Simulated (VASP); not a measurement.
# C in VASP 6.6.1, relaxation

INCAR

```
EDIFFG = -5E-3
IBRION = 2
ISIF = 3
NSW = 40
NBANDS = 6
LREAL = .FALSE.
ENCUT = 600
LWAVE = .FALSE.
NELM = 64
ISMEAR = -1
LASPH = .TRUE.
PREC = Accurate
SIGMA = 0.02
LCHARG = .FALSE.
EDIFF = 1E-7
GGA = PS
```

KPOINTS

```
KPOINTS created by Atomic Simulation Environment
0
Gamma
12 12 12
0 0 0
```

POSCAR

```
C
 1.0000000000000000
     0.0000000000000000    1.7857704565123391    1.7857704565123391
     1.7857704565123391    0.0000000000000000    1.7857704565123391
     1.7857704565123391    1.7857704565123391    0.0000000000000000
 C
   2
Cartesian
  0.0000000000000000 -0.0000000000000000 -0.0000000000000000
  0.8928852282561696  0.8928852282561696  0.8928852282561696
```

The recommended PBE PAW datasets give the neutral cell 8 valence electrons.

Command

```
mpirun -np 1 vasp_std
```

**Question.** How does this run end, and what does it give?

**Answer.** It converged. Results: relaxed cell vector lengths 2.514, 2.514, 2.514 Å; relaxed cell volume 11.23 Å³.

OSZICAR

```
N       E                     dE             d eps       ncg     rms          rms(c)
DAV:   1     0.142510420881E+02    0.14251E+02   -0.56014E+03   882   0.150E+03
DAV:   2    -0.194880344997E+02   -0.33739E+02   -0.30905E+02  1236   0.176E+02
DAV:   3    -0.199032246131E+02   -0.41519E+00   -0.41519E+00  1032   0.269E+01
DAV:   4    -0.199057488310E+02   -0.25242E-02   -0.25242E-02  1464   0.153E+00
DAV:   5    -0.199057497556E+02   -0.92457E-06   -0.92459E-06  1038   0.229E-02    0.553E+00
DAV:   6    -0.194208841143E+02    0.48487E+00   -0.37119E-01   888   0.632E+00    0.328E+00
DAV:   7    -0.192517013463E+02    0.16918E+00   -0.41549E-01  1032   0.673E+00    0.689E-01
DAV:   8    -0.192518618920E+02   -0.16055E-03   -0.29845E-03  1266   0.735E-01    0.299E-02
DAV:   9    -0.192518748774E+02   -0.12985E-04   -0.38151E-05  1212   0.664E-02    0.230E-02
DAV:  10    -0.192518811265E+02   -0.62491E-05   -0.42712E-06  1182   0.321E-02    0.209E-03
...
DAV:   6    -0.192499679811E+02    0.82784E-08   -0.83282E-10   876   0.389E-04
   2 F= -.19249968E+02 E0= -.19249968E+02  d E =0.191312E-02
       N       E                     dE             d eps       ncg     rms          rms(c)
DAV:   1    -0.192564642792E+02   -0.64963E-02   -0.96537E-02   966   0.432E+00    0.282E-01
DAV:   2    -0.192553942123E+02    0.10701E-02   -0.10082E-03  1242   0.406E-01    0.146E-01
DAV:   3    -0.192549682264E+02    0.42599E-03   -0.92288E-04   948   0.320E-01    0.237E-02
DAV:   4    -0.192549671323E+02    0.10940E-05   -0.40758E-06  1194   0.301E-02    0.189E-02
DAV:   5    -0.192549645532E+02    0.25792E-05   -0.35083E-07  1092   0.113E-02    0.667E-04
DAV:   6    -0.192549644954E+02    0.57773E-07   -0.18892E-09   612   0.725E-04
   3 F= -.19254964E+02 E0= -.19254964E+02  d E =-.308339E-02
```

Standard output (part)

```
POSCAR found type information on POSCAR C
 POSCAR found :  1 types and       2 ions
 LDA part: xc-table for (Slater+PW92), standard interpolation
 POSCAR, INCAR and KPOINTS ok, starting setup
 WAVECAR not read
 entering main loop
 curvature:   0.00 expect dE= 0.000E+00 dE for cont linesearch  0.000E+00
 search vector abs. value=  0.138E-01
 bond charge predicted
 trial-energy change:    0.001913  1 .order    0.002055   -0.013804    0.017914
 bond charge predicted
 curvature:  -0.22 expect dE=-0.262E-07 dE for cont linesearch -0.262E-07
 trial: gam=-0.00295 g(F)=  0.130E-47 g(S)=  0.120E-06 ort = 0.408E-04 (trialstep = 0.888E+00)
 search vector abs. value=  0.101E-09
 reached required accuracy - stopping structural energy minimisation
```

```json
{"ionic step": "1", "ΔE (meV/atom)": "0.0", "volume (Å³)": "11.39", "largest force (eV/Å)": "0.000", "pressure (GPa)": "-6.14", "electronic steps": "11"}
{"ionic step": "2", "ΔE (meV/atom)": "1.0", "volume (Å³)": "11.03", "largest force (eV/Å)": "0.000", "pressure (GPa)": "8.23", "electronic steps": "6"}
{"ionic step": "3", "ΔE (meV/atom)": "-1.5", "volume (Å³)": "11.23", "largest force (eV/Å)": "0.000", "pressure (GPa)": "-0.02", "electronic steps": "6"}
```

For comparison, a separate PBEsol relaxation on usual settings, not on those above, ends at 11.23 Å³.
